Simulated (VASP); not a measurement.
# ZnS: phonons with PBE

Crystal: ZnS.

```
Zn S
1.0
     0.00000    2.72352    2.72352
     2.72352    0.00000    2.72352
     2.72352    2.72352    0.00000
Zn S
1 1
Direct
  0.25000 0.25000 0.25000
  0.00000 0.00000 0.00000
```

* Program: VASP 6.6.1
* Task: phonons
* Functional: PBE
* Potentials or basis: VASP PAW PBE potentials, release 64 (Zn, S)
* Cutoff: 600 eV
* k mesh: 10 × 10 × 10
* Occupations: gaussian, width 0.03 eV
* Spin: no spin polarisation
* By perturbation theory: no
* Further INCAR settings: ALGO = Normal; EDIFF = 1e-08; IBRION = 6; POTIM = 0.015; NSW = 1

```json
{
  "Highest phonon frequency at Γ, LO-TO splitting left out": "260 cm⁻¹"
}
```

Phonon frequencies in cm⁻¹ (negative: imaginary):
| q point | frequencies |
| --- | --- |
| (0.000, 0.000, 0.000) | 0 0 0 260 260 260 |

Run time: 2.4 min on 1 thread of Intel(R) Xeon(R) 6975P-C (Granite Rapids), with other jobs on the host, peak memory 0.31 GiB.
